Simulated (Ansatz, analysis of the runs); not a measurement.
# A defect in a wire: W wire along [111], 3 atoms a period, Ti in place of one W, part 3 of 3

What does the defect do to the conductance?

Ansatz 0.2.0; DFT PBE, plane waves, PAW; relaxation of a wire's period (the session's first sound run).

So far, channels at the energy nearest the Fermi level, one spin: step 3 (the perfect wire) 6.

**5. Transmission between the leads**

This step: DFT PBE, plane waves, PAW; transmission of a junction in a wire (Ansatz 0.2.0).

The cell is now read as a scatterer between two semi-infinite leads, named by two sites one period apart. The scattering states in its self-consistent potential are matched to the leads' states at each energy. One point across is taken, as for a wire in vacuum.

The input, input.yaml:

```yaml
crystal:
  lattice:
    - [9.042, 0.0, 0.0]
    - [0.0, 9.388, 0.0]
    - [0.0, 0.0, 23.5446548928]
  atoms:
    - { symbol: W, position: [0.384465915, 0.376474277, 0.00031723] }
    - { symbol: W, position: [0.384465915, 0.623557057, 0.036719807] }
    - { symbol: W, position: [0.607039028, 0.500015667, 0.074074074] }
    - { symbol: W, position: [0.384465915, 0.376474277, 0.111428341] }
    - { symbol: W, position: [0.384465915, 0.623557057, 0.147830918] }
    - { symbol: W, position: [0.607039028, 0.500015667, 0.185185185] }
    - { symbol: W, position: [0.384465915, 0.376474277, 0.222539452] }
    - { symbol: W, position: [0.384465915, 0.623557057, 0.258942029] }
    - { symbol: W, position: [0.607039028, 0.500015667, 0.296296296] }
    - { symbol: W, position: [0.3853759877, 0.3769117601, 0.3341077073] }
    - { symbol: W, position: [0.3797229758, 0.6240964495, 0.3697698709] }
    - { symbol: W, position: [0.6034525737, 0.5052742252, 0.4094584052] }
    - { symbol: W, position: [0.3849659066, 0.3807559579, 0.4439730485] }
    - { symbol: Ti, position: [0.3755793575, 0.6380740068, 0.4812545338] }
    - { symbol: W, position: [0.6027639923, 0.501638862, 0.5192673278] }
    - { symbol: W, position: [0.381020806, 0.3821321759, 0.553893629] }
    - { symbol: W, position: [0.3861511513, 0.6277910761, 0.5926106654] }
    - { symbol: W, position: [0.6061194573, 0.4996163074, 0.629261558] }
    - { symbol: W, position: [0.384465915, 0.376474277, 0.666983897] }
    - { symbol: W, position: [0.384465915, 0.623557057, 0.703386474] }
    - { symbol: W, position: [0.607039028, 0.500015667, 0.740740741] }
    - { symbol: W, position: [0.384465915, 0.376474277, 0.778095008] }
    - { symbol: W, position: [0.384465915, 0.623557057, 0.814497585] }
    - { symbol: W, position: [0.607039028, 0.500015667, 0.851851852] }
    - { symbol: W, position: [0.384465915, 0.376474277, 0.889206119] }
    - { symbol: W, position: [0.384465915, 0.623557057, 0.925608696] }
    - { symbol: W, position: [0.607039028, 0.500015667, 0.962962963] }
kpoints:
  mp_grid: { grid: [1, 1, 4] }
scf:
  occupations: { method: fermi_dirac, width: 0.05 }
hamiltonian:
  xc: pbe
output:
  transmission:
    e_range: [-1.5, 1.5]
    de: 0.05
    kmesh: [1, 1]
    reduced_basis: true
    leads: [[24, 0]]
  dos: { projected: true, e_range: [-4, 3] }
  write_potential: true
  write_density: true
  volumetric_format: npy
  elf: true
basis:
  ecutwfc: "340 eV"
```

Command:

```sh
$ ansatz run input.yaml --threads 8 --pin off --max-ram 16384MiB --backend cpu --events-out ev --progress --plain --runs-dir out
```

Numbers of over 12 decimals in the logs are rounded to 6 here.

The program printed:

```text
[...]
Crystal: 27 atoms, lattice volume = 1998.619 Å³
Basis set: ecut = 340 eV, 28485 PW (Γ)
Bands: 226, of which v1, the nominal top of the filled ones, is band 188 counted from 1 (187 counted from 0)
Symmetry: 1 space group operations
[...]
k-points: 3 of 4 (time reversal used)
[...]
SCF iter   1: F=—  HF=-272427.774297 eV  |F-HF|=—  |Δ(HF+E_count)|=         —  Δρ=5.45e-3  dr2=1.53e0  ethr=1.77e-3  ⟨swp⟩=9.0  Hψ=2875  notcnv=0
[...]
SCF iter  10: F=-272427.730473 eV  HF=-272427.730473 eV  |F-HF|=2.85e-9  |Δ(HF+E_count)|=   2.06e-8  Δρ=1.00e-6  dr2=3.62e-8  ethr=2.66e-11  ⟨swp⟩=15.3  Hψ=1976  notcnv=0
SCF 1 converged in 10 iterations: F = -272427.730473 eV  dr2 = 3.62e-8
[...]
transmission: 27 of 162 steps passed
transmission: 54 of 162 steps passed
[...]
transmission: 162 of 162 steps passed
WARN: The output density's exchange-correlation potential varies sharply where the density is thin. Do not read a vacuum level from v_tot or v_xc, or from such a field of the output density. On a cell that repeats whose density bears no net charge and no dipole along the vacuum's axis use v_es (v_loc + v_h of the components); under efield.dipole_correction with no amplitude use v_es + v_field, which holds any externa [...]
SCF converged after 10 iterations
Free energy (F): -272427.730473 eV
[...]
Internal energy: -272427.376906 eV  (E = F + TS)
E sigma→0 (E₀):  -272427.553690 eV
Entropy (-TS):   -0.353567 eV (-13.095 meV/atom)
Fermi energy:    1.599216 eV
[...]
--- Band table (eV) ---
  k-point 0: bands = [... 184 lower, 1.4242, 1.4553, 1.4790, 1.5808, 1.5956, 1.6294, 1.7060, 1.8672, ... 34 higher]
  k-point 1: bands = [... 184 lower, 1.4537, 1.5054, 1.5240, 1.5780, 1.6508, 1.6915, 1.7596, 1.7700, ... 34 higher]
  k-point 2: bands = [... 184 lower, 1.4884, 1.5009, 1.5231, 1.5350, 1.6183, 1.6609, 1.7216, 1.7243, ... 34 higher]
--- Transmission ---
  basis      : 607 plane waves across, 27 finite elements along
  points     : 1, standing for a mesh of 1 x 1
[...]
crystal 0  : W3, at the sites [24, 0], period 2.6161 Å, over 15.70 Å; its Hamiltonian steps by up to 9.4 meV
[...]
channels       : 6.000000e0 a spin
[...]
junction   : crystal 0 to crystal 0, -0.17 to 20.75 Å
    transmission   : 5.152099e0 a spin
    error estimate : 1.182479e-3 a spin from the reduction of the transverse basis, at the most 3.412808e-3 at -0.400000 eV
[...]
```

Wall time 89 s (8 threads of Arm Neoverse V2, shared host); peak memory 3.8 GiB.

This step gave:

- energy at zero smearing: -272427.5537 eV
- transmission at the energy nearest the Fermi level, one spin: 5.152
- step of the lead's Hamiltonian: 9.4 meV

Table of transmission, one spin by energy, zero at the Fermi level:

| energy (eV) | transmission, one spin |
| --- | --- |
| -1.50 | 2.60 |
| -1.40 | 2.97 |
| -1.30 | 3.34 |
| -1.20 | 3.43 |
| -1.10 | 2.10 |
| -1.00 | 3.44 |
| -0.90 | 4.18 |
| -0.80 | 3.79 |
| -0.65 | 4.51 |
| -0.55 | 4.62 |
| -0.45 | 4.60 |
| -0.35 | 3.32 |
| -0.25 | 3.92 |
| -0.15 | 4.92 |
| -0.05 | 5.61 |
| 0.00 | 5.15 |
| 0.05 | 3.93 |
| 0.15 | 5.81 |
| 0.25 | 5.11 |
| 0.30 | 5.75 |
| 0.35 | 5.31 |
| 0.45 | 4.73 |
| 0.55 | 4.87 |
| 0.65 | 5.00 |
| 0.70 | 5.01 |
| 0.80 | 4.87 |
| 0.90 | 3.40 |
| 1.00 | 5.00 |
| 1.10 | 4.48 |
| 1.20 | 3.89 |
| 1.30 | 2.76 |
| 1.40 | 4.01 |
| 1.50 | 4.31 |

Open channels of the lead, one spin against energy, zero at the Fermi level:

energy (eV), open channels of the lead, one spin and a bar from the least value:
```
    -1.50       5.00 ###############
    -1.40       5.00 ###############
    -1.35       5.00 ###############
    -1.25       5.00 ###############
    -1.20       5.00 ###############
    -1.10       3.00 
    -1.00       5.00 ###############
    -0.95       5.00 ###############
    -0.85       5.00 ###############
    -0.75       5.00 ###############
    -0.70       5.00 ###############
    -0.60       5.00 ###############
    -0.55       5.00 ###############
    -0.45       5.00 ###############
    -0.35       5.00 ###############
    -0.30       5.00 ###############
    -0.20       5.00 ###############
    -0.10       7.00 ##############################
    -0.05       7.00 ##############################
     0.00       6.00 ######################
     0.05       5.00 ###############
     0.10       7.00 ##############################
     0.20       7.00 ##############################
     0.30       7.00 ##############################
     0.35       7.00 ##############################
     0.45       6.00 ######################
     0.55       6.00 ######################
     0.60       6.00 ######################
     0.70       6.00 ######################
     0.75       6.00 ######################
     0.85       6.00 ######################
     0.95       6.00 ######################
     1.00       6.00 ######################
     1.10       5.00 ###############
     1.20       5.00 ###############
     1.25       3.00 
     1.35       3.00 
     1.40       5.00 ###############
     1.50       5.00 ###############
```

Projected DOS an atom over height of the atomic layer and energy from the Fermi level.  broadened by a Gaussian of 0.15 eV, since few k-points sample the long cell.

Ten even steps from '_' (0.29 states/eV) to '@' (2.48 states/eV), each cell a mean:
```
::::::::::::::::--::::::::##::::::--::::::::::::::::::
----==--------==========--@@--======--==--------------
====++====================%%======++--================
========================--**--========================
++++++++++++++++**++++++==++==++++++**++++++++++++++++
**++++++++++**++**++**====++==++**++**++++++++++++++++
++++**++++**++++**++**====++++==**++**++++++++++++++++
========++++======++++======++==++++======++==========
----------------::==----==++++::--==::----------------
----------------::------++++++------::----------------
--::::--::::::----::::--======--::::----::::::--::::--
::----::::::::----::::--==--==--::::------::::::----::
::::::::::--::::::..::::==::==::::::::::----::::::::::
--------------::------==++::++==----------------------
++++====++==++++==++####==..==####====++++++++==++++==
####**##******######@@@@++..++@@@@##%%##**####**####**
@@@@@@@@@@@@@@@@@@%%##%%**__**%%##%%@@@@%%@@@@@@@@@@@@
**++++++++++++++++**----==__==----**++++++++++++++++**
::::::--------::::--..::::__::::..--::::------::::::::
......::::::........::--::__::--::........::::::::....
____________________..::..__..::..____________________
......__________..__....______....__..__________......
```
Columns: height of the atomic layer (Å) from 0.00747 to 22.7 (not evenly spaced); rows upwards: energy from the Fermi level (eV) from -3.98 to 1.47.

Electrostatic potential energy in the cb plane at fractional x = 0.376, with atoms of W and Ti within 0.2 Å of it. With pseudopotentials it is smooth inside the atoms' cores, unlike the true potential.

Ten even steps from '0' (-66 eV) to '9' (6 eV), each cell a mean:
```
99999999999999999999999999999999999999999999
99999999999999999999999999999999999999999999
99999999999999999999999999999999999999999999
99999999999999999999999999999999999999999999
99999999999999999999999999999999999999999999
98899999889999988899998889999988999998899999
76678998656899865689986567898755789976578998
42137885212688621258874445887311378852136885
20015873000487400037864445786200168730015874
30026874101588510148875446887300268730025884
63357986434788743478987668998644689864357887
87788988778898877889888889988878898887788988
67898755789876568987656899865678987567898765
14787411378841136885112688520258873114787411
02786200268730015873000487400037851002686200
03787200268730015874101588510158862003787300
46898633589864357987545798754578985346898643
78999877899988789999888999988899998778999877
99999999999999999999999999999999999999999999
99999999999999999999999999999999999999999999
99999999999999999999999999999999999999999999
99999999999999999999999999999999999999999999
99999999999999999999999999999999999999999999
99999999999999999999999999999999999999999999
```
Columns run along c (16.0 Å, from fractional 0.12 to 0.80 of the cell; values clipped at the 3rd and 97th percentile), rows up along b (9.4 Å). Atoms in or near the plane, at fractional coordinates: W at (0.15, 0.62), W at (0.22, 0.38), W at (0.26, 0.62), W at (0.33, 0.38), W at (0.37, 0.62), W at (0.44, 0.38), Ti at (0.48, 0.64), W at (0.55, 0.38), W at (0.59, 0.63), W at (0.67, 0.38), W at (0.70, 0.62), W at (0.78, 0.38).

Valence density in the cb plane at fractional x = 0.376, with atoms of W and Ti within 0.2 Å of it. It is the smooth field of the valence electrons, not physical close to the nuclei.

Ten even steps from '0' (0.00 × 1e0 e/Å³) to '9' (9.43 × 1e0 e/Å³), each cell a mean:
```
00000000000000000000000000000000000000000000
00000000000000000000000000000000000000000000
00000000000000000000000000000000000000000000
00000000000000000000000000000000000000000000
00000000000000000000000000000000000000000000
00000000000000000000000000000000000000000000
01100000010000001100000110000011000001100000
24420001343100134310003762000244200013421001
35541002545200254520015983001455410135541002
35541002454100145420003651000355310025541002
12210001222000023200000110000122100012210001
00000000000000000000000000000000000000000000
10000011100001110000111000011100000110000011
42000244200024431001443100144410002442000244
53101455410035541002545200254520014553101355
52001355310024541002454100145410013553001355
21000122100012210000121000012100001221000122
00000000000000000000000000000000000000000000
00000000000000000000000000000000000000000000
00000000000000000000000000000000000000000000
00000000000000000000000000000000000000000000
00000000000000000000000000000000000000000000
00000000000000000000000000000000000000000000
00000000000000000000000000000000000000000000
```
Columns run along c (16.0 Å, from fractional 0.12 to 0.80 of the cell), rows up along b (9.4 Å). Atoms in or near the plane, at fractional coordinates: W at (0.15, 0.62), W at (0.22, 0.38), W at (0.26, 0.62), W at (0.33, 0.38), W at (0.37, 0.62), W at (0.44, 0.38), Ti at (0.48, 0.64), W at (0.55, 0.38), W at (0.59, 0.63), W at (0.67, 0.38), W at (0.70, 0.62), W at (0.78, 0.38).

ELF in the cb plane at fractional x = 0.376, with atoms of W and Ti within 0.2 Å of it. It is the smooth field of the valence electrons, not physical close to the nuclei.

Ten even steps from '0' (0.00) to '9' (0.69), each cell a mean:
```
00000000000000000000000000000000000000000000
00000000000000000000000000111000000000000000
11112321111232211123210013453211123321112321
21124553112455322245531014675322346532124553
32235763223576422346630013786322357632235763
22235863223476322346620112585222358632235873
35754763575466347645524774364467547535754763
79995656999565699975548677355899856579995656
95397558738755882785458248446944965596397558
87696447869744695884337776344877954488696447
68863545886345578744544542354687535458863445
66544556654455665445555444455665445566544556
65554356655435665543576455356655534665554356
97444789844479885446989544698964448897444788
59556944965596387459728755882784569359556953
88565977966588696557879655797975669779565976
85575698547559964655886466489645647985575699
32585343248634323774332367433226743432585343
23686322258642224875321367432136753222686321
23575322246642224775321245421135643223575321
12343211234422123443211123211123322112343211
01111100011110001111000000000001110001111100
00000000000000000000000000000000000000000000
00000000000000000000000000000000000000000000
```
Columns run along c (16.0 Å, from fractional 0.12 to 0.80 of the cell), rows up along b (9.4 Å). Atoms in or near the plane, at fractional coordinates: W at (0.15, 0.62), W at (0.22, 0.38), W at (0.26, 0.62), W at (0.33, 0.38), W at (0.37, 0.62), W at (0.44, 0.38), Ti at (0.48, 0.64), W at (0.55, 0.38), W at (0.59, 0.63), W at (0.67, 0.38), W at (0.70, 0.62), W at (0.78, 0.38).

The transmission at the computed energy nearest the Fermi level is 5.15, with 6 channels a spin open in the lead. The lead's Hamiltonian steps by 9.4 meV, which the program lets pass, though it counts in the error estimate.

**6. Landauer integrals**

This step: Landauer integrals over the computed T(E), interpolated linearly between its energies (analysis of the runs above).

Conductance and thermopower are moments of T(E) over the thermal window; sliding the window along E stands for a gate that leaves T(E) rigid.

Numbers from this step:

```
conductance at 300 K, interpolated from T(E) : 5.025 G₀
thermopower at 300 K                         : 8.369 μV/K
Lorenz number over L0                        : 1.026
```

T(E) held rigid; rough near sharp steps of T(E). The conductance at 300 K by shift of the leads' level:

| shift of the leads' level (eV) | conductance at 300 K (G₀) |
| --- | --- |
| -1.150 | 3.04 |
| -1.050 | 2.80 |
| -1.000 | 3.36 |
| -0.900 | 3.99 |
| -0.850 | 3.91 |
| -0.750 | 4.14 |
| -0.650 | 4.48 |
| -0.600 | 4.56 |
| -0.500 | 4.56 |
| -0.450 | 4.32 |
| -0.350 | 3.55 |
| -0.300 | 3.62 |
| -0.200 | 4.37 |
| -0.100 | 5.26 |
| -0.050 | 5.34 |
| 0.050 | 4.84 |
| 0.100 | 5.32 |
| 0.200 | 5.60 |
| 0.300 | 5.33 |
| 0.350 | 4.73 |
| 0.450 | 4.30 |
| 0.500 | 4.72 |
| 0.600 | 4.93 |
| 0.650 | 4.98 |
| 0.750 | 4.93 |
| 0.850 | 4.32 |
| 0.900 | 3.95 |
| 1.000 | 4.56 |
| 1.050 | 4.62 |
| 1.150 | 4.21 |

T(E) held rigid; rough near sharp steps of T(E). Thermopower at 300 K against shift of the leads' level:

| shift of the leads' level (eV) | thermopower at 300 K (μV/K) |
| --- | --- |
| -1.150 | 17.1 |
| -1.050 | -19.6 |
| -0.950 | -12.0 |
| -0.800 | -4.47 |
| -0.700 | -5.73 |
| -0.600 | -1.74 |
| -0.500 | 4.06 |
| -0.400 | 15.1 |
| -0.250 | -13.8 |
| -0.150 | -13.5 |
| -0.050 | 3.00 |
| 0.050 | -4.85 |
| 0.150 | -3.16 |
| 0.250 | 3.41 |
| 0.400 | 7.97 |
| 0.500 | -7.89 |
| 0.600 | -1.71 |
| 0.700 | 0.759 |
| 0.800 | 9.06 |
| 0.950 | -12.0 |
| 1.050 | 2.12 |
| 1.150 | 13.0 |

The two levels move by half the bias each and T(E) is held rigid. Current from the zero-bias T(E) against bias:

| bias (V) | current from the zero-bias T(E) (μA) |
| --- | --- |
| 0.000 | 0 |
| 0.100 | 39.1 |
| 0.200 | 79.3 |
| 0.300 | 120 |
| 0.400 | 160 |
| 0.500 | 198 |
| 0.600 | 233 |
| 0.700 | 267 |
| 0.800 | 297 |
| 0.900 | 329 |
| 1.000 | 364 |
| 1.100 | 400 |
| 1.200 | 437 |
| 1.300 | 474 |
| 1.400 | 510 |
| 1.500 | 546 |
| 1.600 | 580 |
| 1.700 | 613 |
| 1.800 | 644 |
| 1.900 | 675 |
| 2.000 | 706 |

By hand, Mott's formula: S = −(π²k²T/3e) d ln T/dE, and π²k²T/3e = 7.33 μV/K × eV at 300 K. The computed T is 5.61 at -0.050 eV and 3.93 at +0.050 eV, so d ln T/dE ≈ -3.55 per eV and S ≈ 26.1 μV/K, against 8.37 from the integrals. The two differ since ln T is not straight over the thermal window.

The thermopower is 8.37 μV/K. The Lorenz ratio is 1.03, where the Wiedemann-Franz law gives 1. Moving the level by up to 0.1 eV either way gives -12 to 8.4 μV/K.

**7. Summary of results**

```yaml
conductance_ti_in_place_of_one_w: 5.02 G₀
thermopower_ti_in_place_of_one_w: 8.37 μV/K
```

Summed over the computed window, 79 % of the lead's open channels pass the defect; the conductance at 300 K is 5.02 G₀. The energy step of 0.05 eV was too wide for the program's own thermal average, so the values at 300 K come from a linear interpolation of T(E) and are rough where T(E) is steep. Transport is coherent and elastic here: the atoms are frozen, so scattering by vibrations plays no part. Spin-orbit coupling is left out, which matters for the bands of heavy atoms. A junction with open d shells ran without spin, after the few moments seeded in its relaxation died away; moments on all d atoms were not tried. A cutoff under the files' recommended one was taken to save time; its effect on T(E) was not tested here.

[Logs are printed without paths, hosts, clocks, repeated set-up lines and the standing remarks that a program may print on its own settings, such as how far it seeks lower states.]

[Hosts, paths, dates, database ids (printed as entryN), source tags and the programs' standing remarks are cut or masked in the printed files.]
